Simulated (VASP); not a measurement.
# C in VASP: a series of runs

One slab, C, is run at these levels: LDA; tasks: single point.

Everything below comes from runs of VASP 6.6.1. Logs are shortened: lines on timing, memory, paths and dates and some standing lists are left out, and cuts for length are marked.

## (1) Starting point

The cell holds a slab with vacuum, 8 atoms: a = 2.460 Å, b = 2.460 Å, c = 26.955 Å, α = 90.00°, β = 90.00°, γ = 120.00°.

The slab is cut from a database's or a generator's crystal, which needn't be the stable form of the element.

## (2) Single point, LDA

INCAR reads:

```
PREC = Accurate ; ENCUT = 460
EDIFF = 1E-7 ; ISMEAR = 1
SIGMA = 0.1 ; LREAL = F
LASPH = T ; NELM = 120
ALGO = Normal ; ISIF = 2
LWAVE = F ; LCHARG = F
LDIPOL = T ; IDIPOL = 3
DIPOL = 0.5 0.5 0.500 ; NBANDS = 32
LVHAR = T ; LVACPOTAV = T
```

KPOINTS reads:

```
Automatic mesh
0
Gamma
  12 12 1
```

POSCAR reads:

```
C
1.0
    2.4599989204      0.0000000000      0.0000000000
   -1.2299994602      2.1304215583      0.0000000000
    0.0000000000      0.0000000000     26.9550000000
C
8
Direct
    0.6666666667      0.3333333333      0.1483954739
    0.3333333334      0.6666666667      0.1488091263
    0.6666666667      0.3333333333      0.4375384901
    0.3333333334      0.6666666667      0.4379521425
    0.3333333334      0.6666666667      0.5620478575
    0.0000000000      0.0000000000      0.5624615099
    0.3333333334      0.6666666667      0.8511908737
    0.0000000000      0.0000000000      0.8516045261
```

Potentials or basis: VASP PAW LDA potentials, release 64 (C).

Launch:

```bash
cat potpaw_LDA.64/C/POTCAR > POTCAR
mpirun -np 1 vasp_std > vasp.out
```

OUTCAR:

```text
PREC = Accurate
   ENCUT = 460
   EDIFF = 1E-7
   ISMEAR = 1
   LREAL = F
   LASPH = T
   NELM = 120
   ISIF = 2

 Found     19 irreducible k-points:

 Following reciprocal coordinates:
            Coordinates               Weight
  0.000000  0.000000  0.000000      1.000000
  0.083333  0.000000  0.000000      6.000000
  0.166667  0.000000  0.000000      6.000000
  0.250000  0.000000  0.000000      6.000000
  0.333333  0.000000  0.000000      6.000000
  0.416667  0.000000  0.000000      6.000000
   k-points           NKPTS =     19   k-points in BZ     NKDIM =     19   number of bands    NBANDS=     32
   number of dos      NEDOS =    301   number of ions     NIONS =      8
   total plane-waves  NPLWV =  62208
   dimension x,y,z NGX =    18 NGY =   18 NGZ =  192
   dimension x,y,z NGXF=    36 NGYF=   36 NGZF=  384
   ions per type =               8
   NGX,Y,Z   is equivalent  to a cutoff of  12.16, 12.16, 11.84 a.u.
   NGXF,Y,Z  is equivalent  to a cutoff of  24.33, 24.33, 23.68 a.u.
 SYSTEM =  unknown system
   PREC   = accura    normal or accurate (medium, high low for compatibility)
   ISTART =      0    job   : 0-new  1-cont  2-samecut
   ICHARG =      2    charge: 1-file 2-atom 10-const
   ISPIN  =      1    spin polarized calculation?
   LNONCOLLINEAR =      F non collinear calculations
   LSORBIT =      F    spin-orbit coupling
   LASPH  =      T    aspherical Exc in radial PAW
   ENCUT  =  460.0 eV  33.81 Ry    5.81 a.u.   4.30  4.30 47.14*2*pi/ulx,y,z
   NELM   =    120;   NELMIN=  2; NELMDL= -5     # of ELM steps
   EDIFF  = 0.1E-06   stopping-criterion for ELM
   LREAL  =      F    real-space projection
   EDIFFG = 0.1E-05   stopping-criterion for IOM
   NSW    =      0    number of steps for IOM
   IBRION =     -1    ionic relax: 0-MD 1-quasi-New 2-CG
   NFREE  =      0    steps in history (QN), initial steepest desc. (CG)
   ISIF   =      2    stress and relaxation
   ISYM   =      2    0-nonsym 1-usesym 2-fastsym
   POTIM  = 0.5000    time-step for ionic-motion
   TEBEG  =    0.0;   TEEND  =   0.0 temperature during run
   PSTRESS=    0.0 pullay stress
   NELECT =      32.0000    total number of electrons
   NUPDOWN=      -1.0000    fix difference up-down
   EMIN   =  10.00;   EMAX   =-10.00  energy-range for DOS
   EFERMI =   0.00;   METHOD = LEGACY
   ISMEAR =     1;   SIGMA  =   0.10  broadening in eV -4-tet -1-fermi 0-gaus
   EFERMI_NEDOS =   21; number of points for ismear=-14 and -15
   IALGO  =     38    algorithm
   IMIX   =      4    mixing-type and parameters
     AMIX     =   0.40;   BMIX     =  1.00
     AMIX_MAG =   1.60;   BMIX_MAG =  1.00
  volume/ion in A,a.u.               =      17.66       119.16
  Fermi-wavevector in a.u.,A,eV,Ry     =   0.997956  1.885864 13.550272  0.995917
  Thomas-Fermi vector in A             =   2.130147
   LORBIT       =      0    0 simple, 1 ext, 2 COOP (PROOUT), +10 PAW based schemes
   GGA     = CA    functional components
   LHFCALC =     F    Hartree Fock is set to
   AEXX    =    0.0000 exact exchange contribution
   IVDW    =     0    specifies the selected vdW correction
   LEPSILON=     F    determine dielectric tensor
   LRPA    =     F    only Hartree local field effects (RPA)
 non-spin polarized calculation
 Methfessel and Paxton  Order N= 1 SIGMA  =   0.10
  energy-cutoff  :      460.00
  volume of cell :      141.27
 maximum number of plane-waves:      3233
 NGX is ok and might be reduce to    18
   NGX =  9   NGY =  9   NGZ = 95

 dipolmoment           0.000000      0.000000      0.000000 electrons x Angstroem

 number of electron      31.9999988 magnetization

 dipolmoment           0.000000      0.000000     -0.000000 electrons x Angstroem

 Free energy of the ion-electron system (eV)
  ---------------------------------------------------
  ext. energy  EPLUGINS =         0.00000000
  ---------------------------------------------------
  free energy    TOTEN  =       -80.72735164 eV

  energy without entropy =      -80.72500111  energy(sigma->0) =      -80.72656813

 E-fermi :   0.0313     XC(G=0):  -6.1650

 val. band max:        0.0306058975   @ k =   0.3333   0.3333   0.0000
 cond. band min:       0.0314310210   @ k =   0.3333   0.3333   0.0000
 fundamental gap:      0.0008251235
 Fermi energy:         0.0313272841

 k-point     1 :       0.0000    0.0000    0.0000
  band No.  band energies     occupation
      1     -19.3856      2.00000
      2     -19.3257      2.00000
      3     -19.3257      2.00000
      4     -19.2256      2.00000
      5      -8.1451      2.00000
      6      -7.6574      2.00000
[... 20 lines left out ...]
     27       8.3385      0.00000
     28       8.3497      0.00000

 k-point     2 :       0.0833    0.0000    0.0000
  band No.  band energies     occupation
      1     -19.2209      2.00000
      2     -19.1620      2.00000
      3     -19.1620      2.00000
      4     -19.0626      2.00000
      5      -7.9448      2.00000
      6      -7.4600      2.00000
[... 20 lines left out ...]
     27       8.4574      0.00000
     28       8.7453      0.00000

 k-point     3 :       0.1667    0.0000    0.0000
  band No.  band energies     occupation
      1     -18.7288      2.00000
      2     -18.6725      2.00000
      3     -18.6725      2.00000
      4     -18.5755      2.00000
      5      -7.3484      2.00000
      6      -6.8730      2.00000
[... 20 lines left out ...]
     27       8.4782      0.00000
     28       9.2833      0.00000

 k-point     4 :       0.2500    0.0000    0.0000
  band No.  band energies     occupation
      1     -17.9149      2.00000
      2     -17.8629      2.00000
      3     -17.8629      2.00000
      4     -17.7697      2.00000
      5      -7.3249      2.00000
      6      -7.3226      2.00000
[... 20 lines left out ...]
     27       8.1115      0.00000
     28       8.1303      0.00000

 k-point     5 :       0.3333    0.0000    0.0000
  band No.  band energies     occupation
      1     -16.7909      2.00000
      2     -16.7447      2.00000
      3     -16.7447      2.00000
      4     -16.6566      2.00000
      5      -9.5203      2.00000
      6      -9.5084      2.00000
[... 20 lines left out ...]
     27       7.9293      0.00000
     28       8.0199      0.00000

 k-point     6 :       0.4167    0.0000    0.0000
  band No.  band energies     occupation
      1     -15.3829      2.00000
      2     -15.3445      2.00000
      3     -15.3445      2.00000
      4     -15.2632      2.00000
      5     -11.6237      2.00000
      6     -11.6032      2.00000
[... 20 lines left out ...]
     27       9.0408      0.00000
     28       9.8187      0.00000

 [... further k-points ...]

 [bands above 28 left out]

------------------------ aborting loop because EDIFF is reached ----------------------------------------

  FORCE on cell =-STRESS in cart. coord.  units (eV):
  Direction    XX          YY          ZZ          XY          YZ          ZX
  --------------------------------------------------------------------------------------
  -------------------------------------------------------------------------------------
  Total       -2.9015519     -2.9015519     -0.2268637      0.0000000      0.0000000      0.0000000
  in kB      -32.9079719    -32.9079719     -2.5729762      0.0000000      0.0000000      0.0000000
  external PRESSURE =     -22.7963067 kB  Pullay stress =       0.0000000 kB

 VOLUME and BASIS-vectors are now :
 -----------------------------------------------------------------------------
  energy-cutoff  :      460.00
  volume of cell :      141.27
      direct lattice vectors                 reciprocal lattice vectors
     2.459998920  0.000000000  0.000000000     0.406504243  0.234695334  0.000000000
    -1.229999460  2.130421558  0.000000000     0.000000000  0.469390669  0.000000000
     0.000000000  0.000000000 26.955000000     0.000000000  0.000000000  0.037098868

 POSITION                                       TOTAL-FORCE (eV/Angst)
 -----------------------------------------------------------------------------------
      1.23000      0.71014      4.00000         0.000000     -0.000000      0.197689
      0.00000      1.42028      4.01115         0.000000      0.000000     -0.197664
      1.23000      0.71014     11.79385         0.000000     -0.000000      0.188545
      0.00000      1.42028     11.80500        -0.000000      0.000000     -0.172420
      0.00000      1.42028     15.15000        -0.000000     -0.000000      0.172420
      0.00000      0.00000     15.16115        -0.000000      0.000000     -0.188545
      0.00000      1.42028     22.94385        -0.000000     -0.000000      0.197664
      0.00000      0.00000     22.95500        -0.000000     -0.000000     -0.197689
 -----------------------------------------------------------------------------------
    total drift:                               -0.000000     -0.000000     -0.000000

  FREE ENERGIE OF THE ION-ELECTRON SYSTEM (eV)
  ---------------------------------------------------
  free  energy   TOTEN  =       -80.7273516390 eV

  energy  without entropy=      -80.7250011144  energy(sigma->0) =      -80.72656813

 vacuum level on the upper side and lower side of the slab         4.550         4.550
```

Wall time 65 s (1 thread of Intel Xeon Platinum 8559C (Emerald Rapids), shared host); peak memory 0.21 GiB.

The run converged, but some of its settings lie outside the range that counts as converged, so its numbers aren't taken as properties of the slab.

What came out:

```
Free energy                            : -80.7274 eV
Largest force                          : 0.198 eV/Å
Band gap on the k mesh                 : 0.00 eV, direct
Ionisation potential of the upper face : 4.52 eV
```

Caveat: the cutoff is under 1.25 times the usual one of these potentials, so pressure, stress and relaxed cells hold a basis-set (Pulay) error.

## (3) Single point, LDA

This run uses another cell than the first one, of 18.97 Å³/atom, 1.074 times its volume.

INCAR is that of step 2.

KPOINTS is that of step 2.

POSCAR reads:

```
C
1.0
    2.4599989204      0.0000000000      0.0000000000
   -1.2299994602      2.1304215583      0.0000000000
    0.0000000000      0.0000000000     28.9550000000
C
8
Direct
    0.6666666667      0.3333333333      0.1726817475
    0.3333333334      0.6666666667      0.1730668278
    0.6666666667      0.3333333333      0.4418528752
    0.3333333334      0.6666666667      0.4422379554
    0.3333333334      0.6666666667      0.5577620446
    0.0000000000      0.0000000000      0.5581471248
    0.3333333334      0.6666666667      0.8269331722
    0.0000000000      0.0000000000      0.8273182525
```

Potentials or basis: VASP PAW LDA potentials, release 64 (C).

Launch:

```bash
cat potpaw_LDA.64/C/POTCAR > POTCAR
mpirun -np 1 vasp_std > vasp.out
```

Run time: 87 s. Hardware: 1 thread of Intel Xeon Platinum 8559C (Emerald Rapids), shared host; peak memory 0.2 GiB.

These settings aren't checked as converged: the numbers below hold their error.

Results:

| Item | Value |
| --- | --- |
| Free energy | -80.7277 eV |
| Largest force | 0.198 eV/Å |
| Band gap on the k mesh | none (metal or under the smearing width) |
| Work function of the upper face | 4.53 eV |
| Work function of the lower face | 4.53 eV |

Caveat: the cutoff is under 1.25 times the usual one of these potentials, so pressure, stress and relaxed cells hold a basis-set (Pulay) error.

## (4) Single point, LDA

This run uses another cell than the first one, of 20.28 Å³/atom, 1.148 times its volume.

Edit INCAR of step 3 so:

```diff
@@ -2,3 +2,3 @@
 EDIFF = 1E-7 ; ISMEAR = 1
-SIGMA = 0.1 ; LREAL = F
+SIGMA = 0.3 ; LREAL = F
 LASPH = T ; NELM = 120
```

KPOINTS is that of step 3.

POSCAR reads:

```
C
1.0
    2.4599989204      0.0000000000      0.0000000000
   -1.2299994602      2.1304215583      0.0000000000
    0.0000000000      0.0000000000     30.9550000000
C
8
Direct
    0.6666666667      0.3333333333      0.1938297529
    0.3333333334      0.6666666667      0.1941899532
    0.6666666667      0.3333333333      0.4456097561
    0.3333333334      0.6666666667      0.4459699564
    0.3333333334      0.6666666667      0.5540300436
    0.0000000000      0.0000000000      0.5543902439
    0.3333333334      0.6666666667      0.8058100468
    0.0000000000      0.0000000000      0.8061702471
```

Launch:

```bash
cat potpaw_LDA.64/C/POTCAR > POTCAR
mpirun -np 1 vasp_std > vasp.out
```

Wall time 80 s (1 thread of Intel Xeon Platinum 8559C (Emerald Rapids), shared host); peak memory 0.22 GiB.

These settings aren't checked as converged: the numbers below hold their error.

Results:

```yaml
Free_energy: -80.7322 eV
Largest_force: 0.198 eV/Å
Band_gap_on_the_k_mesh: none (metal or under the smearing width)
Work_function_of_the_upper_face: 4.53 eV
Work_function_of_the_lower_face: 4.53 eV
```

Caveat: the cutoff is under 1.25 times the usual one of these potentials, so pressure, stress and relaxed cells hold a basis-set (Pulay) error.

## (5) Single point, LDA

This run uses another cell than the first one, of 20.28 Å³/atom, 1.148 times its volume.

Edit INCAR of step 4 so:

```diff
@@ -1,4 +1,4 @@
 PREC = Accurate ; ENCUT = 460
-EDIFF = 1E-7 ; ISMEAR = 1
-SIGMA = 0.3 ; LREAL = F
+EDIFF = 1E-5 ; ISMEAR = 1
+SIGMA = 0.1 ; LREAL = F
 LASPH = T ; NELM = 120
```

KPOINTS is that of step 4.

POSCAR is that of step 4.

Launch:

```bash
cat potpaw_LDA.64/C/POTCAR > POTCAR
mpirun -np 1 vasp_std > vasp.out
```

Wall time 70 s (1 thread of Intel Xeon Platinum 8559C (Emerald Rapids), shared host); peak memory 0.22 GiB.

The run converged, but some of its settings lie outside the range that counts as converged, so its numbers aren't taken as properties of the slab.

Results:

| Quantity | Value |
| --- | --- |
| Free energy | -80.7279 eV |
| Largest force | 0.198 eV/Å |
| Band gap on the k mesh | none (metal or under the smearing width) |
| Work function of the upper face | 4.53 eV |
| Work function of the lower face | 4.53 eV |

Caveat: the cutoff is under 1.25 times the usual one of these potentials, so pressure, stress and relaxed cells hold a basis-set (Pulay) error.
